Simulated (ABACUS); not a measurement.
# WS2 in ABACUS: a series of runs

One slab, WS2, is run at these levels: r2SCAN; tasks: equation of state.

All numbers are computed with ABACUS 3.10.1; they aren't measurements. Logs are shortened: lines on timing, memory, paths and dates and some standing lists are left out, and cuts for length are marked.

**1. The undisturbed crystal**

The cell holds a slab with vacuum, 3 atoms: a = 3.184 Å, b = 3.184 Å, c = 16.951 Å, α = 90.00°, β = 90.00°, γ = 120.00°.

**2. Equation of state, r2SCAN, 46.62 Å³/atom (volume scaled by 0.94)**

INPUT

```
INPUT_PARAMETERS
suffix              WS2
calculation         scf
basis_type          pw
pseudo_dir          ./
symmetry            1
dft_functional      MGGA_X_R2SCAN+MGGA_C_R2SCAN
ecutwfc             86
pseudo_rcut         7
nspin               1
nbands              24
ks_solver           dav
smearing_method     fd
smearing_sigma      0.00367493
scf_thr             1e-08
scf_nmax            100
mixing_type         broyden
mixing_beta         0.7
cal_force           1
cal_stress          1
mixing_tau          1
kpar                4
```

STRU

```
ATOMIC_SPECIES
W 183.8400 W_ONCV_PBE-1.2.upf
S 32.0600 S_ONCV_PBE-1.2.upf

LATTICE_CONSTANT
1.8897261246

LATTICE_VECTORS
3.1185283984 0.0000000000 0.0000000000
-1.5592641992 2.7007248154 0.0000000000
0.0000000000 0.0000000000 16.6045506357

ATOMIC_POSITIONS
Direct

W
0.0
1
0.0000000000 0.0000000000 0.0000000000 1 1 1

S
0.0
2
0.3333333333 0.6666666667 0.0920005100 1 1 1
0.3333333333 0.6666666667 0.9079994900 1 1 1
```

KPT

```
K_POINTS
0
Gamma
6 6 1 0 0 0
```

Potentials or basis: SG15 ONCV 1.2 PBE, plane waves.

Launch:

```
> OMP_NUM_THREADS=1 mpirun -np 4 abacus > log
```

running log:

```text
ABACUS v3.10.1

               Atomic-orbital Based Ab-initio Computation at UStc

 ------------------------------------------------------------------------------------

 READING GENERAL INFORMATION
                           global_out_dir = OUT.WS2/
                           global_in_card = INPUT
                               pseudo_dir = ./
                              orbital_dir =
                                    DSIZE = 4
                                    GSIZE = 1

 READING UNITCELL INFORMATION
                                    ntype = 2
                  lattice constant (Bohr) = 1.88973
              lattice constant (Angstrom) = 1

 READING ATOM TYPE 1
                               atom label = W
                      L=0, number of zeta = 1
                      L=1, number of zeta = 1
                      L=2, number of zeta = 1
             number of atom for this type = 1

 READING ATOM TYPE 2
                               atom label = S
                      L=0, number of zeta = 1
                      L=1, number of zeta = 1
                      L=2, number of zeta = 1
             number of atom for this type = 2

                        TOTAL ATOM NUMBER = 3
DIRECT COORDINATES
    atom                   x                   y                   z     mag                  vx                  vy                  vz
taud_W1            0.0000000000        0.0000000000        0.0000000000  0.0000        0.0000000000        0.0000000000        0.0000000000
taud_S1            0.3333333333        0.6666666667        0.0920005100  0.0000        0.0000000000        0.0000000000        0.0000000000
taud_S2            0.3333333333        0.6666666667        0.9079994900  0.0000        0.0000000000        0.0000000000        0.0000000000

                          Volume (Bohr^3) = 943.743
                             Volume (A^3) = 139.848

 Lattice vectors: (Cartesian coordinate: in unit of a_0)
             +3.11853                  +0                  +0
             -1.55926            +2.70072                  +0
                   +0                  +0            +16.6046
 Reciprocal vectors: (Cartesian coordinate: in unit of 2 pi/a_0)
            +0.320664           +0.185135                  -0
                   -0           +0.370271                  -0
                   +0                  -0          +0.0602245
 The esolver type has been set to : ksdft_pw

                PAO radial cut off (Bohr) = 7

 Read in pseudopotential file is W_ONCV_PBE-1.2.upf
                     pseudopotential type = NC
          exchange-correlation functional = PBE
                 nonlocal core correction = 0
                        valence electrons = 28
                                     lmax = 3
                           number of zeta = 0
                     number of projectors = 8
                           L of projector = 0
                           L of projector = 0
                           L of projector = 1
                           L of projector = 1
                           L of projector = 2
                           L of projector = 2
                           L of projector = 3
                           L of projector = 3
 XC functional updated to : MGGA_X_R2SCAN+MGGA_C_R2SCAN
          exchange-correlation functional = MGGA_X_R2SCAN+MGGA_C_R2SCAN
                PAO radial cut off (Bohr) = 7

 Read in pseudopotential file is S_ONCV_PBE-1.2.upf
                     pseudopotential type = NC
          exchange-correlation functional = PBE
                 nonlocal core correction = 0
                        valence electrons = 6
                                     lmax = 1
                           number of zeta = 0
                     number of projectors = 4
                           L of projector = 0
                           L of projector = 0
                           L of projector = 1
                           L of projector = 1
 XC functional updated to : MGGA_X_R2SCAN+MGGA_C_R2SCAN
          exchange-correlation functional = MGGA_X_R2SCAN+MGGA_C_R2SCAN
     initial pseudo atomic orbital number = 0

 SETUP THE ELECTRONS NUMBER
             electron number of element W = 28
       total electron number of element W = 28
             electron number of element S = 6
       total electron number of element S = 12
            AUTOSET number of electrons:  = 40
                           occupied bands = 20
                                   NBANDS = 24
                                   NLOCAL = 27

%%%%%%%%%%%%%%%%%%%%%%%%%%%%%%%%%%%%%%%%%%%%%%%%%%%%%%%%%%%%%%%%%%%%%%%%%%%%%%%%%%%%%%%%%%%%%%%%%%%%%%%%%%
 Warning: the number of valence electrons in pseudopotential > 6 for W: [Xe] 4f14 5d4 6s2
 Pseudopotentials with additional electrons can yield (more) accurate outcomes, but may be less efficient.
 If you're confident that your chosen pseudopotential is appropriate, you can safely ignore this warning.
%%%%%%%%%%%%%%%%%%%%%%%%%%%%%%%%%%%%%%%%%%%%%%%%%%%%%%%%%%%%%%%%%%%%%%%%%%%%%%%%%%%%%%%%%%%%%%%%%%%%%%%%%%

 SETUP THE PLANE WAVE BASIS
 energy cutoff for charge/potential (unit:Ry) = 344
            fft grid for charge/potential = [ 36, 36, 192 ]
                        fft grid division = [ 1, 1, 1 ]
        big fft grid for charge/potential = [ 36, 36, 192 ]
                                     nbxx = 248832
                                     nrxx = 248832

 SETUP PLANE WAVES FOR CHARGE/POTENTIAL
                    number of plane waves = 101699
                         number of sticks = 823

 PARALLEL PW FOR CHARGE/POTENTIAL
     PROC   COLUMNS(POT)             PW
        1            823         101699
 --------------- sum -------------------
        1            823         101699
                            number of |g| = 4809
                                  max |g| = 31.1167
                                  min |g| = 0

----------- Double Check Mixing Parameters Begin ------------
mixing_type: broyden
mixing_beta: 0.7
mixing_gg0: 1
mixing_gg0_min: 0.1
mixing_ndim: 8
----------- Double Check Mixing Parameters End ------------

 LATTICE VECTORS: (CARTESIAN COORDINATE: IN UNIT OF A0)
             +3.11853                  +0                  +0
             -1.55926            +2.70072                  +0
                   +0                  +0            +16.6046
                       right hand lattice = 1
                                   NORM_A = 3.11853
                                   NORM_B = 3.11853
                                   NORM_C = 16.6046
                           ALPHA (DEGREE) = 90
                           BETA  (DEGREE) = 90
                           GAMMA (DEGREE) = 120

 The lattice vectors have been changed (STRU_SIMPLE.cif)

(for optimal symmetric configuration:)
                             BRAVAIS TYPE = 4
                     BRAVAIS LATTICE NAME = 04. Hexagonal cell
                                    ibrav = 4
                                    IBRAV = 4
                                  BRAVAIS = HEXAGONAL CELL
                       LATTICE CONSTANT A = 3.11853
                                C/A RATIO = 5.32448
Original cell was already a primitive cell.
                        ROTATION MATRICES = 24
              PURE POINT GROUP OPERATIONS = 12
                   SPACE GROUP OPERATIONS = 12
                                       C2 = 3
                                       C3 = 2
                                       C4 = 0
                                       C6 = 0
                                       S1 = 4
                                       S3 = 2
                                       S4 = 0
                                       S6 = 0
                              POINT GROUP = D_3h
                                       C2 = 3
                                       C3 = 2
                                       C4 = 0
                                       C6 = 0
                                       S1 = 4
                                       S3 = 2
                                       S4 = 0
                                       S6 = 0
               POINT GROUP IN SPACE GROUP = D_3h

 SETUP K-POINTS
                                    nspin = 1
                   Input type of k points = Monkhorst-Pack(Gamma)
                                   nkstot = 36
                       right hand lattice = 1
(for reciprocal lattice: )
                             BRAVAIS TYPE = 4
                     BRAVAIS LATTICE NAME = 04. Hexagonal cell
                                    ibrav = 4
                       right hand lattice = 1
(for k-lattice: )
                             BRAVAIS TYPE = 4
                     BRAVAIS LATTICE NAME = 04. Hexagonal cell
                                    ibrav = 4
                       right hand lattice = 1
                        ROTATION MATRICES = 24
                               nkstot_ibz = 7
K-POINTS REDUCTION ACCORDING TO SYMMETRY
     IBZ    DIRECT_X    DIRECT_Y    DIRECT_Z  WEIGHT  ibz2bz
       1  0.00000000  0.00000000  0.00000000  0.0278       0
       2 -0.16666667  0.16666667  0.00000000  0.1667       1
       3 -0.33333333  0.33333333  0.00000000  0.1667       2
       4  0.50000000  0.50000000  0.00000000  0.0833       3
       5 -0.16666667  0.33333333  0.00000000  0.1667       7
       6  0.50000000  0.33333333  0.00000000  0.3333       8
       7  0.33333333  0.33333333  0.00000000  0.0556      14

                               nkstot now = 7
[... K-POINTS DIRECT COORDINATES: 7 rows ...]

           k-point number in this process = 2
       minimum distributed K point number = 1
[... stars of the k points ...]

[... K-POINTS CARTESIAN COORDINATES: 2 rows ...]

[... K-POINTS DIRECT COORDINATES: 2 rows ...]

 SETUP PLANE WAVES FOR WAVE FUNCTIONS
     energy cutoff for wavefunc (unit:Ry) = 86
              fft grid for wave functions = [ 36, 36, 192 ]
                    number of plane waves = 13541
                         number of sticks = 211

 PARALLEL PW FOR WAVE FUNCTIONS
     PROC   COLUMNS(POT)             PW
        1            211          13541
 --------------- sum -------------------
        1            211          13541

 SETUP NONLOCAL PSEUDOPOTENTIALS IN PLANE WAVE BASIS
 W non-local projectors:
 projector 1 L=0
 projector 2 L=0
 projector 3 L=1
 projector 4 L=1
 projector 5 L=2
 projector 6 L=2
 projector 7 L=3
 projector 8 L=3
 S non-local projectors:
 projector 1 L=0
 projector 2 L=0
 projector 3 L=1
 projector 4 L=1
      TOTAL NUMBER OF NONLOCAL PROJECTORS = 48

 Init Non-Local PseudoPotential table :
 Init Non-Local-Pseudopotential done.

                                     npwx = 12737

 -------------------------------------------
 SELF-CONSISTENT
 -------------------------------------------
                                 init_chg = atomic

 PW ALGORITHM --------------- ION=   1  ELEC=   1--------------------------------

 Notice: Threshold on eigenvalues was too large.
 hsover_error=0.4 > DRHO=0.0823995
 Origin diag ethr = 0.01
 New diag ethr = 0.000205999

 Density error is 0.0798285785609
                          Error Threshold = 0.000205998817893
----------------------------------------------------------
     Energy           Rydberg                 eV
----------------------------------------------------------
 E_KohnSham     -583.7897456664      -7942.8669750342
 E_Harris       -581.1735555046      -7907.2718817825
 E_Fermi        0.1608775023         2.1888507118
----------------------------------------------------------
[... 123 lines left out ...]
 Density error is 3.18653928365e-09
                          Error Threshold = 1.41375919208e-10
----------------------------------------------------------
     Energy           Rydberg                 eV
----------------------------------------------------------
 E_KohnSham     -583.9175265920      -7944.6055237180
 E_KS(sigma->0) -583.9175265920      -7944.6055237177
 E_Harris       -583.9161671698      -7944.5870278292
 E_band         -58.7334594301       -799.1097115007
 E_one_elec     -2453.7439625191     -33384.8993233578
 E_Hartree      1232.5462355894      16769.6518524664
 E_xc           -50.8420584638       -691.7416931574
 E_Ewald        688.1222588015       9362.3836403313
 E_entropy(-TS) -0.0000000000        -0.0000000005
 E_descf        0.0000000000         0.0000000000
 E_exx          0.0000000000         0.0000000000
 E_Fermi        0.2095849733         2.8515498524
----------------------------------------------------------

 charge density convergence is achieved
 final etot is -7944.6055237 eV
 EFERMI = 2.8515498524 eV

 STATE ENERGY(eV) AND OCCUPATIONS    NSPIN == 1
 1/2 kpoint (Cartesian) = 0.0000 0.0000 0.0000 (12675 pws)
       1       -73.8662      0.0555556
       2       -37.8610      0.0555556
       3       -37.6475      0.0555556
       4       -37.6475      0.0555556
       5       -25.3529      0.0555556
       6       -25.3392      0.0555556
[... 16 lines left out ...]
      23        5.35074    1.08897e-23
      24        5.35074    1.08897e-23

 2/2 kpoint (Cartesian) = -0.053444 0.030856 0.0000 (12737 pws)
       1       -73.8602       0.333333
       2       -37.8405       0.333333
       3       -37.7550       0.333333
       4       -37.6722       0.333333
       5       -25.3481       0.333333
       6       -25.3399       0.333333
[... 16 lines left out ...]
      23        5.02066    4.81068e-20
      24        5.86181    2.37715e-27

------------------------------------------------------------------------------------------
 TOTAL-FORCE (eV/Angstrom)
------------------------------------------------------------------------------------------
                        W1         0.0000000000         0.0000000000         0.0000000000
                        S1         0.0000000000         0.0000000000         0.8366929353
                        S2         0.0000000000         0.0000000000        -0.8366929353
------------------------------------------------------------------------------------------

----------------------------------------------------------------
 TOTAL-STRESS (KBAR)
----------------------------------------------------------------
        25.5445940664        -0.0000000000         0.0000000000
        -0.0000000000        25.5445940671         0.0000000000
         0.0000000000         0.0000000000        29.6244069755
----------------------------------------------------------------
 TOTAL-PRESSURE: 26.904532 KBAR

 --------------------------------------------
 !FINAL_ETOT_IS -7944.6055237179552933 eV
 --------------------------------------------
```

It took 50 s on 4 MPI ranks of Intel Xeon 6975P-C (Granite Rapids), shared host; peak memory 0.92 GiB.

Results:

| Quantity | Value |
| --- | --- |
| Free energy | -7944.6055 eV |
| Largest force | 0.837 eV/Å |
| Band gap on the k mesh | 2.01 eV, indirect (least direct gap 2.03 eV) |

Caveat: the potentials were made for another functional, which shifts forces and pressure; spin-orbit coupling is left out, which moves the levels of the heavy elements.

**3. Equation of state, r2SCAN, 48.60 Å³/atom (volume scaled by 0.98)**

INPUT is that of step 2.

Changes to STRU since step 2:

```diff
@@ -8,5 +8,5 @@
 LATTICE_VECTORS
-3.1185283984 0.0000000000 0.0000000000
--1.5592641992 2.7007248154 0.0000000000
-0.0000000000 0.0000000000 16.6045506357
+3.1621498298 0.0000000000 0.0000000000
+-1.5810749149 2.7385020831 0.0000000000
+0.0000000000 0.0000000000 16.8368121945
```

KPT is that of step 2.

Potentials or basis: SG15 ONCV 1.2 PBE, plane waves.

Launch:

```
> OMP_NUM_THREADS=1 mpirun -np 4 abacus > log
```

It took 50 s on 4 MPI ranks of Intel Xeon 6975P-C (Granite Rapids), shared host; peak memory 0.96 GiB.

Results (log left out):

```
Free energy            : -7944.6525 eV
Largest force          : 0.026 eV/Å
Band gap on the k mesh : 1.89 eV, indirect (least direct gap 1.93 eV)
```

Caveat: the potentials were made for another functional, which shifts forces and pressure; spin-orbit coupling is left out, which moves the levels of the heavy elements.
